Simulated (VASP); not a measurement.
# Ag2O (Pn-3m) in VASP: a series of runs

The runs below take Ag2O through relaxation of cell and atoms, with r2SCAN.

Program: VASP 6.6.1. These are calculated values, not measurements. Logs are shortened: lines on timing, memory, paths and dates and some standing lists are left out, and cuts for length are marked.

### 1 The structure

It takes space group Pn-3m (No. 224, cubic). The conventional cell has a = 4.718 Å, b = 4.718 Å, c = 4.718 Å, α = 90.00°, β = 90.00°, γ = 90.00°. Ag (site symmetry -3m) is surrounded by 2 O at 2.04 Å. Around O (site symmetry -43m) lie 4 Ag at 2.04 Å.

### 2 Relaxation of cell and atoms, r2SCAN

The input, INCAR:

```
  ALGO = Normal
  EDIFF = 1E-6
  EDIFFG = -0.01
  ENCUT = 600
  IBRION = 2
  ISIF = 3
  ISMEAR = 1
  KPAR = 2
  LASPH = True
  LCHARG = False
  LMIXTAU = True
  LREAL = False
  LWAVE = False
  METAGGA = R2SCAN
  NELM = 80
  NSW = 90
  PREC = Accurate
  SIGMA = 0.1
```

The input, KPOINTS:

```
k-points
0
Gamma
  8 8 8
```

The input, POSCAR:

```
Ag2O
1.0
    4.7180000000      0.0000000000      0.0000000000
    0.0000000000      4.7180000000      0.0000000000
    0.0000000000      0.0000000000      4.7180000000
Ag O
4 2
Direct
    0.2500000000      0.2500000000      0.2500000000
    0.2500000000      0.7500000000      0.7500000000
    0.7500000000      0.7500000000      0.2500000000
    0.7500000000      0.2500000000      0.7500000000
    0.0000000000      0.0000000000      0.0000000000
    0.5000000000      0.5000000000      0.5000000000
```

Potentials or basis: VASP PAW PBE potentials, release 64 (Ag, O).

Launch:

```console
$ cat potpaw_PBE.64/Ag/POTCAR potpaw_PBE.64/O/POTCAR > POTCAR
$ mpirun -np 2 vasp_std > vasp.out
```

OUTCAR:

```text
EDIFF = 1E-6
   EDIFFG = -0.01
   ENCUT = 600
   IBRION = 2
   ISIF = 3
   ISMEAR = 1
   LASPH = True
   LREAL = False
   METAGGA = R2SCAN
   NELM = 80
   NSW = 90
   PREC = Accurate

 ion  position               nearest neighbor table
   1  0.250  0.250  0.250-   5 2.04   6 2.04   4 3.34   2 3.34   3 3.34   2 3.34   4 3.34   2 3.34
                             3 3.34   2 3.34   3 3.34   4 3.34   4 3.34   3 3.34
   2  0.250  0.750  0.750-   5 2.04   6 2.04   4 3.34   1 3.34   3 3.34   1 3.34   3 3.34   1 3.34
                             4 3.34   1 3.34   3 3.34   4 3.34   3 3.34   4 3.34
   3  0.750  0.750  0.250-   5 2.04   6 2.04   4 3.34   1 3.34   2 3.34   2 3.34   4 3.34   1 3.34
                             4 3.34   4 3.34   1 3.34   2 3.34   2 3.34   1 3.34
   4  0.750  0.250  0.750-   5 2.04   6 2.04   3 3.34   1 3.34   2 3.34   1 3.34   3 3.34   2 3.34
                             3 3.34   3 3.34   1 3.34   2 3.34   1 3.34   2 3.34
   5  0.000  0.000  0.000-   1 2.04   2 2.04   3 2.04   4 2.04
   6  0.500  0.500  0.500-   1 2.04   2 2.04   3 2.04   4 2.04

  LATTYP: Found a simple cubic cell.
 ALAT       =     4.7180000000

  Lattice vectors:

 A1 = (   4.7180000000,   0.0000000000,   0.0000000000)
 A2 = (   0.0000000000,   4.7180000000,   0.0000000000)
 A3 = (   0.0000000000,   0.0000000000,   4.7180000000)

Analysis of symmetry for initial positions (statically):
=====================================================================
 Subroutine PRICEL returns:
 Original cell was already a primitive cell.

 Routine SETGRP: Setting up the symmetry group for a
 simple cubic supercell.

 Subroutine GETGRP returns: Found 48 space group operations
 (whereof 24 operations were pure point group operations)
 out of a pool of 48 trial point group operations.

The static configuration has the point symmetry T_d .
 The point group associated with its full space group is O_h .

Analysis of symmetry for dynamics (positions and initial velocities):
=====================================================================
 Subroutine PRICEL returns:
 Original cell was already a primitive cell.

 Routine SETGRP: Setting up the symmetry group for a
 simple cubic supercell.

 Subroutine GETGRP returns: Found 48 space group operations
 (whereof 24 operations were pure point group operations)
 out of a pool of 48 trial point group operations.

The dynamic configuration has the point symmetry T_d .
 The point group associated with its full space group is O_h .

 Subroutine INISYM returns: Found 48 space group operations
 (whereof 24 operations are pure point group operations),
 and found     1 'primitive' translations

----------------------------------------------------------------------------------------

                                     Primitive cell

  volume of cell :     105.0204

  direct lattice vectors                    reciprocal lattice vectors
     4.718000000  0.000000000  0.000000000     0.211954218  0.000000000  0.000000000
     0.000000000  4.718000000  0.000000000     0.000000000  0.211954218  0.000000000
     0.000000000  0.000000000  4.718000000     0.000000000  0.000000000  0.211954218

  length of vectors
     4.718000000  4.718000000  4.718000000     0.211954218  0.211954218  0.211954218

[... 87 lines left out ...]
   NELM   =     80;   NELMIN=  2; NELMDL= -5     # of ELM steps
   EDIFF  = 0.1E-05   stopping-criterion for ELM
   LREAL  =      F    real-space projection
   EDIFFG = -.1E-01   stopping-criterion for IOM
   NSW    =     90    number of steps for IOM
   IBRION =      2    ionic relax: 0-MD 1-quasi-New 2-CG
   NFREE  =      1    steps in history (QN), initial steepest desc. (CG)
   ISIF   =      3    stress and relaxation
   ISYM   =      2    0-nonsym 1-usesym 2-fastsym
   POTIM  = 0.5000    time-step for ionic-motion
   TEBEG  =    0.0;   TEEND  =   0.0 temperature during run
   PSTRESS=    0.0 pullay stress
   NELECT =      56.0000    total number of electrons
   NUPDOWN=      -1.0000    fix difference up-down
   EMIN   =  10.00;   EMAX   =-10.00  energy-range for DOS
   EFERMI =   0.00;   METHOD = LEGACY
   ISMEAR =     1;   SIGMA  =   0.10  broadening in eV -4-tet -1-fermi 0-gaus
   EFERMI_NEDOS =   21; number of points for ismear=-14 and -15
   IALGO  =     38    algorithm
   IMIX   =      4    mixing-type and parameters
     AMIX     =   0.40;   BMIX     =  1.00
     AMIX_MAG =   1.60;   BMIX_MAG =  1.00
  volume/ion in A,a.u.               =      17.50       118.12
  Fermi-wavevector in a.u.,A,eV,Ry     =   1.327536  2.508679 23.978245  1.762351
  Thomas-Fermi vector in A             =   2.456841
   LORBIT       =      0    0 simple, 1 ext, 2 COOP (PROOUT), +10 PAW based schemes
   METAGGA = R2SCAN    functional components
   LHFCALC =     F    Hartree Fock is set to
   AEXX    =    0.0000 exact exchange contribution
   IVDW    =     0    specifies the selected vdW correction
   LEPSILON=     F    determine dielectric tensor
   LRPA    =     F    only Hartree local field effects (RPA)
 conjugate gradient relaxation of ions
 non-spin polarized calculation
 Methfessel and Paxton  Order N= 1 SIGMA  =   0.10
  energy-cutoff  :      600.00
  volume of cell :      105.02
 maximum number of plane-waves:      3544
 NGX is ok and might be reduce to    40
   NGX = 19   NGY = 19   NGZ = 19

--------------------------------------- Ionic step        1  -------------------------------------------

 number of electron      56.0000025 magnetization

 Free energy of the ion-electron system (eV)
  ---------------------------------------------------
  ext. energy  EPLUGINS =         0.00000000
  ---------------------------------------------------
  free energy    TOTEN  =       -98.33974125 eV

  energy without entropy =      -98.34018077  energy(sigma->0) =      -98.33988776

 E-fermi :   4.5381     XC(G=0): -11.1069

 val. band max:        4.4992054095   @ k =   0.0000   0.0000   0.0000
 cond. band min:       4.7734418386   @ k =   0.0000   0.0000   0.0000
 fundamental gap:      0.2742364291
 Fermi energy:         4.5381383375

 k-point     1 :       0.0000    0.0000    0.0000
  band No.  band energies     occupation
      1     -15.4767      2.00000
      2     -14.7966      2.00000
      3      -2.5612      2.00000
      4      -2.5612      2.00000
      5      -2.5612      2.00000
      6      -0.1933      2.00000
[... 1014 lines left out ...]
--------------------------------------- Ionic step        5  -------------------------------------------

 number of electron      55.9999997 magnetization

 Free energy of the ion-electron system (eV)
  ---------------------------------------------------
  ext. energy  EPLUGINS =         0.00000000
  ---------------------------------------------------
  free energy    TOTEN  =       -98.35344285 eV

  energy without entropy =      -98.35390566  energy(sigma->0) =      -98.35359712

 E-fermi :   4.2552     XC(G=0): -10.9728

 val. band max:        4.2159847683   @ k =   0.0000   0.0000   0.0000
 cond. band min:       4.4556396006   @ k =   0.0000   0.0000   0.0000
 fundamental gap:      0.2396548324
 Fermi energy:         4.2552197504

 k-point     1 :       0.0000    0.0000    0.0000
  band No.  band energies     occupation
      1     -15.5512      2.00000
      2     -14.9154      2.00000
      3      -2.6197      2.00000
      4      -2.6197      2.00000
      5      -2.6197      2.00000
      6      -0.3165      2.00000
[... 888 lines left out ...]
  FREE ENERGIE OF THE ION-ELECTRON SYSTEM (eV)
  ---------------------------------------------------
  free  energy   TOTEN  =       -98.3534428506 eV

  energy  without entropy=      -98.3539056592  energy(sigma->0) =      -98.35359712

 reached required accuracy - stopping structural energy minimisation
```

CONTCAR:

```text
Ag2O
   1.00000000000000
     4.7534473501441346    0.0000000000000000   -0.0000000000000000
     0.0000000000000000    4.7534473501441346    0.0000000000000000
    -0.0000000000000000    0.0000000000000000    4.7534473501441346
  Ag              O
     4     2
Direct
     0.2500000000000000    0.2500000000000000    0.2500000000000000
     0.2500000000000000    0.7500000000000000    0.7500000000000000
     0.7500000000000000    0.7500000000000000    0.2500000000000000
     0.7500000000000000    0.2500000000000000    0.7500000000000000
     0.0000000000000000    0.0000000000000000    0.0000000000000000
     0.5000000000000000    0.5000000000000000    0.5000000000000000

  0.00000000E+00  0.00000000E+00  0.00000000E+00
  0.00000000E+00  0.00000000E+00  0.00000000E+00
  0.00000000E+00  0.00000000E+00  0.00000000E+00
  0.00000000E+00  0.00000000E+00  0.00000000E+00
  0.00000000E+00  0.00000000E+00  0.00000000E+00
  0.00000000E+00  0.00000000E+00  0.00000000E+00
```

Wall time 17 min (2 MPI ranks of Intel Xeon Platinum 8375C at 2.90GHz (Ice Lake), shared host); peak memory 0.33 GiB.

What came out:

* Free energy: -98.3534 eV
* Relaxed volume: 17.90 Å³/atom
* Relaxed cell: a = 4.753 Å, b = 4.753 Å, c = 4.753 Å, α = 90.00°, β = 90.00°, γ = 90.00°
* Space group after relaxing (to 0.05 Å): Pn-3m (No. 224)
* Energy gained by relaxing: 2.3 meV/atom
* Ionic steps: 5
* Pressure after relaxing: 0.0 GPa
* Band gap on the k mesh: 0.24 eV, direct

The path:
| step | energy change (eV) | largest force (eV/Å) | pressure (GPa) | volume (Å³) |
| --- | --- | --- | --- | --- |
| 1 | 0.0000 | 0.0000 | 1.95 | 105.02 |
| 2 | -0.0116 | 0.0000 | -0.71 | 108.30 |
| 3 | -0.0137 | 0.0000 | 0.12 | 107.34 |
| 4 | -0.0137 | 0.0000 | -0.11 | 107.47 |
| 5 | -0.0137 | 0.0000 | -0.03 | 107.41 |

Final structure:
```
CELL_PARAMETERS angstrom
4.75345 0.00000 0.00000
0.00000 4.75345 0.00000
0.00000 0.00000 4.75345
ATOMIC_POSITIONS crystal
Ag 0.25000 0.25000 0.25000
Ag 0.25000 0.75000 0.75000
Ag 0.75000 0.75000 0.25000
Ag 0.75000 0.25000 0.75000
O 0.00000 0.00000 0.00000
O 0.50000 0.50000 0.50000
```

Caveat: the PAW data sets were made with another functional, which shifts forces and pressure a little. A k mesh can miss the band edges.

### 3 Relaxation of cell and atoms, r2SCAN

This run uses another cell than the first one, of 17.90 Å³/atom, 1.023 times its volume.

Changes to INCAR since step 2:

```diff
@@ -1,4 +1,4 @@
   ALGO = Normal
-  EDIFF = 1E-6
-  EDIFFG = -0.01
+  EDIFF = 1E-7
+  EDIFFG = -0.005
   ENCUT = 600
```

KPOINTS is that of step 2.

The input, POSCAR:

```
Ag2O                                    
1.0
    4.7534473501      0.0000000000     -0.0000000000
    0.0000000000      4.7534473501      0.0000000000
   -0.0000000000      0.0000000000      4.7534473501
  Ag              O             
     4     2
Direct
     0.2500000000000000    0.2500000000000000    0.2500000000000000
     0.2500000000000000    0.7500000000000000    0.7500000000000000
     0.7500000000000000    0.7500000000000000    0.2500000000000000
     0.7500000000000000    0.2500000000000000    0.7500000000000000
     0.0000000000000000    0.0000000000000000    0.0000000000000000
     0.5000000000000000    0.5000000000000000    0.5000000000000000
```

Potentials or basis: VASP PAW PBE potentials, release 64 (Ag, O).

Launch:

```console
$ cat potpaw_PBE.64/Ag/POTCAR potpaw_PBE.64/O/POTCAR > POTCAR
$ mpirun -np 2 vasp_std > vasp.out
```

OUTCAR:

```text
EDIFF = 1E-7
   EDIFFG = -0.005
   ENCUT = 600
   IBRION = 2
   ISIF = 3
   ISMEAR = 1
   LASPH = True
   LREAL = False
   METAGGA = R2SCAN
   NELM = 80
   NSW = 90
   PREC = Accurate

 ion  position               nearest neighbor table
   1  0.250  0.250  0.250-   5 2.06   6 2.06   4 3.36   2 3.36   3 3.36   2 3.36   4 3.36   2 3.36
                             3 3.36   2 3.36   3 3.36   4 3.36   4 3.36   3 3.36
   2  0.250  0.750  0.750-   5 2.06   6 2.06   4 3.36   1 3.36   3 3.36   1 3.36   3 3.36   1 3.36
                             4 3.36   1 3.36   3 3.36   4 3.36   3 3.36   4 3.36
   3  0.750  0.750  0.250-   5 2.06   6 2.06   4 3.36   1 3.36   2 3.36   2 3.36   4 3.36   1 3.36
                             4 3.36   4 3.36   1 3.36   2 3.36   2 3.36   1 3.36
   4  0.750  0.250  0.750-   5 2.06   6 2.06   3 3.36   1 3.36   2 3.36   1 3.36   3 3.36   2 3.36
[... 1081 lines left out ...]
  external PRESSURE =      -0.4469724 kB  Pullay stress =       0.0000000 kB

 VOLUME and BASIS-vectors are now :
 -----------------------------------------------------------------------------
  energy-cutoff  :      600.00
  volume of cell :      107.41
      direct lattice vectors                 reciprocal lattice vectors
     4.753447350  0.000000000  0.000000000     0.210373635  0.000000000  0.000000000
     0.000000000  4.753447350  0.000000000     0.000000000  0.210373635  0.000000000
     0.000000000  0.000000000  4.753447350     0.000000000  0.000000000  0.210373635

 POSITION                                       TOTAL-FORCE (eV/Angst)
 -----------------------------------------------------------------------------------
      1.18836      1.18836      1.18836        -0.000000      0.000000      0.000000
      1.18836      3.56509      3.56509         0.000000     -0.000000     -0.000000
      3.56509      3.56509      1.18836        -0.000000      0.000000     -0.000000
      3.56509      1.18836      3.56509        -0.000000     -0.000000      0.000000
      0.00000      0.00000      0.00000         0.000000     -0.000000     -0.000000
      2.37672      2.37672      2.37672         0.000000     -0.000000     -0.000000
 -----------------------------------------------------------------------------------
    total drift:                                0.000000     -0.000000     -0.000000

  FREE ENERGIE OF THE ION-ELECTRON SYSTEM (eV)
  ---------------------------------------------------
  free  energy   TOTEN  =       -98.3561908012 eV

  energy  without entropy=      -98.3566536834  energy(sigma->0) =      -98.35634510

 reached required accuracy - stopping structural energy minimisation
```

OSZICAR:

```text
N       E                     dE             d eps       ncg     rms          rms(c)
DAV:   1     0.336395990676E+03    0.33640E+03   -0.31843E+04  2310   0.187E+03
DAV:   2    -0.942171543076E+02   -0.43061E+03   -0.41751E+03  2561   0.393E+02
DAV:   3    -0.119450221688E+03   -0.25233E+02   -0.24930E+02  2685   0.931E+01
[... 17 lines left out ...]
DAV:  21    -0.983561884381E+02   -0.24926E-05   -0.18583E-05  2579   0.254E-02    0.925E-03
DAV:  22    -0.983561907110E+02   -0.22729E-05   -0.18737E-06  2461   0.946E-03    0.103E-02
DAV:  23    -0.983561913766E+02   -0.66561E-06   -0.29061E-07  1640   0.513E-03    0.909E-03
DAV:  24    -0.983561908156E+02    0.56092E-06   -0.10365E-06  2196   0.650E-03    0.369E-03
DAV:  25    -0.983561908012E+02    0.14433E-07   -0.45867E-07  2263   0.405E-03
   1 F= -.98356191E+02 E0= -.98356345E+02  d E =-.983562E+02
```

Run time: 7.2 min. Hardware: 2 MPI ranks of Intel Xeon Platinum 8375C at 2.90GHz (Ice Lake), shared host; peak memory 0.32 GiB.

What came out:

| Quantity | Value |
| --- | --- |
| Free energy | -98.3562 eV |
| Pressure after relaxing | 0.0 GPa |
| Band gap on the k mesh | 0.24 eV, direct |

Final structure:
```cif
data_structure
_symmetry_space_group_name_H-M 'P 1'
_symmetry_Int_Tables_number 1
_cell_length_a 4.7534
_cell_length_b 4.7534
_cell_length_c 4.7534
_cell_angle_alpha 90.000
_cell_angle_beta 90.000
_cell_angle_gamma 90.000
_cell_volume 107.41
loop_
_atom_site_label
_atom_site_type_symbol
_atom_site_fract_x
_atom_site_fract_y
_atom_site_fract_z
_atom_site_occupancy
Ag1 Ag 0.25000 0.25000 0.25000 1
Ag2 Ag 0.25000 0.75000 0.75000 1
Ag3 Ag 0.75000 0.75000 0.25000 1
Ag4 Ag 0.75000 0.25000 0.75000 1
O1 O 0.00000 0.00000 0.00000 1
O2 O 0.50000 0.50000 0.50000 1
```

Levels at points of the mesh, in eV from the valence-band top:
```csv
k point,band 24,band 25,band 26,band 27,band 28,band 29,band 30,band 31,band 32,band 33
"(0.00, 0.00, 0.00)",-2.74,-2.74,0.00,0.00,0.00,0.24,2.43,2.43,7.69,7.69
"(0.50, 0.00, 0.00)",-2.57,-1.61,-1.61,-0.46,-0.46,2.34,2.34,5.11,5.11,7.36
"(0.50, 0.50, 0.00)",-1.98,-1.63,-1.63,-0.82,-0.82,2.43,2.43,4.05,4.05,7.17
"(0.50, 0.50, 0.50)",-2.83,-1.77,-0.69,-0.69,-0.69,2.93,2.93,2.93,5.22,5.22
```

Caveat: the relaxation stopped at its first step, so nothing moved; the PAW data sets were made with another functional, which shifts forces and pressure a little.
